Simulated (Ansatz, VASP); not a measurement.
BiTe: VASP beside Ansatz

INCAR

```
  PREC = Accurate
  ENCUT = 520
  EDIFF = 1E-6
  ISMEAR = 0
  SIGMA = 0.15
  LREAL = False
  LASPH = True
  NELM = 60
  ALGO = Normal
  ISIF = 2
  LWAVE = False
  LCHARG = False
  GGA = PS
  NBANDS = 18
```

KPOINTS

```
regular mesh
0
Gamma
  14 14 14
```

The input POSCAR:

```
BiTe
1.0
    0.0000000000      3.2350000000      3.2350000000
    3.2350000000      0.0000000000      3.2350000000
    3.2350000000      3.2350000000      0.0000000000
Bi Te
1 1
Direct
    0.0000000000      0.0000000000      0.0000000000
    0.5000000000      0.5000000000      0.5000000000
```

Input for Ansatz:

```yaml
crystal:
  lattice:
    - [0.0, 3.235, 3.235]
    - [3.235, 0.0, 3.235]
    - [3.235, 3.235, 0.0]
  atoms:
    - { symbol: Bi, position: [0.0, 0.0, 0.0] }
    - { symbol: Te, position: [0.5, 0.5, 0.5] }
basis:
  ecutwfc: 420
kpoints:
  mp_grid: { grid: [14, 14, 14] }
hamiltonian:
  xc: pbesol
scf:
  occupations: { method: gaussian, width: 0.15 }
output:
  forces: true
  stress: true
  eigenvalues: true
```

Alike in both runs: task single point; functional PBEsol; k mesh 14 × 14 × 14; occupations gaussian, width 0.15 eV; no spin polarisation.

|  | VASP | Ansatz |
| --- | --- | --- |
| version | VASP 6.6.1 | Ansatz 0.2.0 |
| potentials or method | VASP PAW PBE potentials, release 64 (Bi_d, Te) | scalar-relativistic, plane waves, PAW |
| plane-wave cutoff (eV) | 520 | 420 |
| valence electrons in the cell | 21 | 31 |

```tsv
	VASP	Ansatz	Ansatz less VASP
gap on the k mesh at the Fermi level (eV)	none	none	-
pressure (GPa)	-1.7	-1.7	+0.02
```

A gap of «none» marks a metal or a gap that the smearing closes. The two sets of potentials don't hold the same shells in valence.

Caveats: the PAW data sets were made with another functional, which shifts forces and pressure a little (VASP); spin-orbit coupling is left out, which moves the levels of the heavy elements.
